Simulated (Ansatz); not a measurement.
# SnO₂ (P4_2/mnm), work and stress of cleavage

All numbers below come from DFT r2SCAN, scalar-relativistic, plane waves, PAW in Ansatz. The runs took a 500 eV cutoff, a Γ-centred 8×6×3 mesh and Gaussian smearing (0.05 eV). No spin polarisation. Energies are free energies at this smearing, counted from the undisturbed cell; pressure is positive in compression.

The starting cell (relaxed at this level):

```
Sn O
1.0
     0.00000    0.00000   -3.20071
    -4.75982    0.00000    0.00000
     0.00000    9.52012    0.00000
Sn O
4 8
Direct
  0.50000 0.50000 0.20150
  0.50000 0.50000 0.70150
  0.00000 0.00000 0.45150
  0.00000 0.00000 0.95150
  0.00000 0.69414 0.10448
  0.00000 0.69414 0.60448
  0.50000 0.19414 0.04852
  0.50000 0.19414 0.54852
  0.50000 0.80586 0.35448
  0.50000 0.80586 0.85448
  0.00000 0.30586 0.29852
  0.00000 0.30586 0.79852
```

The cut lies on the cell's a–b face, a (0 1 0) plane (indices in the standard cell, whose axes needn't be the Cartesian ones shown) of area 15.23 Å², between layers 0.92 Å apart. Vector c is lengthened by d along the normal with the atoms' Cartesian places fixed: one unrelaxed cut a cell. The traction is positive where the two halves pull on each other.

```csv
d (Å),energy (J/m²),traction (GPa)
-0.30,0.98,-68.7
0.00,0.00,0.0
0.25,0.53,39.2
0.50,1.80,59.7
0.75,3.37,63.0
1.00,4.85,53.6
1.50,6.75,22.8
2.00,7.44,8.2
3.00,7.85,2.1
4.50,8.03,0.7
6.00,8.10,0.3
```

What are the work of separation and the cleavage stress, and do they fit the universal binding curve?

The energy levels off near W ≈ 8.10 J/m² (the traction is down to 0.3 GPa), the energy of the two unrelaxed faces, 4.05 J/m² each on average. The largest sampled traction is 63.0 GPa at d = 0.75 Å, and a parabola through it and its two neighbours peaks at σ_max ≈ 63.4 GPa, d ≈ 0.69 Å. The curve E = W[1 − (1 + d/ℓ)exp(−d/ℓ)] peaks in traction at d = ℓ with σ_max = W/(eℓ); with 1 J/m² per Å = 10 GPa this W and σ_max give ℓ = 0.47 Å. A parabola through that curve at the same three d peaks at 0.21 Å, against 0.69 Å here, so the traction peaks further out than on that curve. The cut parts unlike faces (Sn and O); in an ionic crystal that makes them polar, and the energy then depends on the thickness of the slab. The opened faces are metallic here, and spin polarisation, left out, could lower W. Real crystals break at far lower stress, because cracks concentrate it, and on the plane of lowest W, which needn't be this one.

The cut is rigid; relaxing the faces lowers these energies and usually the stresses.

The gap closes along the scan, which can put kinks into the curve.

Cost: 11 runs of about 11 core-minutes in all, on Intel Xeon 6975P-C (Granite Rapids) (shared hosts).